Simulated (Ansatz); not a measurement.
TePb: one input, then a changed one

The cell is COD entry 9008696, as deposited and not checked against the literature; nothing was relaxed. The listed cell was then made from it by scaling, straining or moving an atom.

First run: DFT, PBE, PAW with Ansatz's default frozen-core files, scalar-relativistic (Ansatz 0.2.0).

Command: `ansatz run input.yaml --threads 1 --pin off --max-ram 2048MiB --backend cpu --events-out ev --progress --plain --runs-dir out` The run took 8.4 s on 1 thread of Arm Neoverse V2, on a shared host, peak memory 0.46 GiB.

```yaml
crystal:
  lattice:
    - [0.0, 3.13019, 3.227]
    - [3.13019, 0.0, 3.227]
    - [3.13019, 3.13019, 0.0]
  atoms:
    - { symbol: Te, position: [0.5, 0.5, 0.5] }
    - { symbol: Pb, position: [0.0, 0.0, 0.0] }
kpoints:
  mp_grid: { grid: [10, 10, 10] }
scf:
  occupations: { method: fermi_dirac, width: 0.03 }
hamiltonian:
  xc: pbe
  pseudopotentials: { kind: paw }
output:
  forces: true
  stress: true
  eigenvalues: true
  efg: { contact_densities: true }
```

Result: converged; pressure 5.84 GPa; gap on the k mesh 0.52 eV; 6 SCF iterations.

No spin–orbit coupling, which matters for the heavy atoms here.

A second input differs as follows:

```diff
@@ -10,5 +10,6 @@
   mp_grid: { grid: [10, 10, 10] }
 scf:
-  occupations: { method: fermi_dirac, width: 0.03 }
+  occupations: { method: fixed }
+  max_iter: 60
 hamiltonian:
   xc: pbe
```

Problem. Does the change harm the result?

Solution. Not here: the run converged; energy at zero smearing 0.0 meV/atom from the first run; pressure 5.84 GPa; gap on the k mesh 0.52 eV; 6 SCF iterations, as expected: fixed occupations are right for a crystal with a gap and fail only for metals.
